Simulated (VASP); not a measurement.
Runs of VASP 6.6.1 on ZrO2. Symmetry: Fm-3m, No. 225, cubic system. The conventional cell has a = 5.066 Å, b = 5.066 Å, c = 5.066 Å, α = 90.00°, β = 90.00°, γ = 90.00°. Zr (site symmetry m-3m) is surrounded by 8 O at 2.19 Å. O (site symmetry -43m) is surrounded by 4 Zr at 2.19 Å. Measurements of this composition are mostly on another form, of space group No. 14.

```tsv
level	potentials or basis	k mesh	cutoff (eV)	smearing	gap on the mesh (eV)	pressure (GPa)
PBEsol	VASP PAW PBE potentials, release 64 (Zr_sv, O_h)	8 × 8 × 8	900	gaussian 0.02 eV	3.32	-0.3
r2SCAN	VASP PAW PBE potentials, release 64 (Zr_sv, O)	8 × 8 × 8	520	gaussian 0.02 eV	3.91	4.1
PBEsol	VASP PAW PBE potentials, release 64 (Zr_sv, O)	8 × 8 × 8	520	gaussian 0.5 eV	3.32	0.2
PBEsol	VASP PAW PBE potentials, release 64 (Zr_sv, O)	12 × 12 × 12	520	gaussian 0.02 eV	3.32	0.2
PBEsol	VASP PAW PBE potentials, release 64 (Zr_sv, O)	8 × 8 × 8	700	gaussian 0.02 eV	3.32	(a)
```

Alike in all rows: task single point; no spin polarisation; cell as given.

Q: Estimate the missing entries.

A: (a) 0.0.

Caveats: the PAW data sets were made with another functional, which shifts forces and pressure a little; the cutoff is under 1.25 times the usual one of these potentials, so pressure, stress and relaxed cells hold a basis-set (Pulay) error (some runs).

A k mesh can miss the band edges, and the runs leave out spin-orbit coupling on Zr.
